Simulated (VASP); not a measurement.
## Si: relaxation of shape and atoms at fixed volume with PBE

Si:

```xyz
2
Lattice="2.6921 0.0000 0.0000 -1.3460 2.3314 0.0000 0.0000 0.0000 4.5626" Properties=species:S:1:pos:R:3 pbc="T T T"
Si    0.0000    1.5543    1.1406
Si    1.3460    0.7771    3.4219
```

This isn't the form of Si at room conditions, which is diamond.

```json
{
  "Program": "VASP 6.6.1",
  "Task": "relaxation of shape and atoms at fixed volume",
  "Functional": "PBE",
  "Potentials or basis": "VASP PAW PBE potentials, release 64 (Si)",
  "Cutoff": "600 eV",
  "k mesh": "18 × 18 × 8",
  "Occupations": "methfessel-paxton, width 0.1 eV",
  "Spin": "no spin polarisation",
  "Further INCAR settings": "ALGO = Normal; EDIFF = 1e-07; IBRION = 2; EDIFFG = -0.01; NSW = 40; ISIF = 4"
}
```

* Pressure after relaxing: 0.0 GPa
* Band gap on the k mesh: none (metal or under the smearing width)

Final structure:
```xyz
2
Lattice="2.6921 0.0000 0.0000 -1.3460 2.3314 0.0000 0.0000 0.0000 4.5626" Properties=species:S:1:pos:R:3 pbc="T T T"
Si    0.0000    1.5543    1.1406
Si    1.3460    0.7771    3.4219
```

Levels at points of the mesh, in eV from the Fermi level:
```
           k point  band 1  band 2  band 3  band 4  band 5  band 6  band 7  band 8
(0.00, 0.00, 0.00)  -14.57   -8.18   -7.19    8.82    8.82   10.14   10.14   10.44
(0.50, 0.00, 0.00)   -8.28   -7.68   -1.93   -1.61   -1.56   -0.02    3.67    5.85
(0.00, 0.00, 0.50)  -12.84  -12.84    0.57    0.57   10.13   10.13   10.13   10.13
(0.50, 0.00, 0.50)   -6.59   -6.59   -6.00   -6.00    5.16    5.16    5.64    5.64
```

It took 21 s on 1 thread of Intel(R) Xeon(R) Platinum 8259CL CPU @ 2.50GHz (Skylake/Cascade Lake) (shared host), peak memory 0.18 GiB.

Caveat: the relaxation stopped at its first step, so nothing moved.
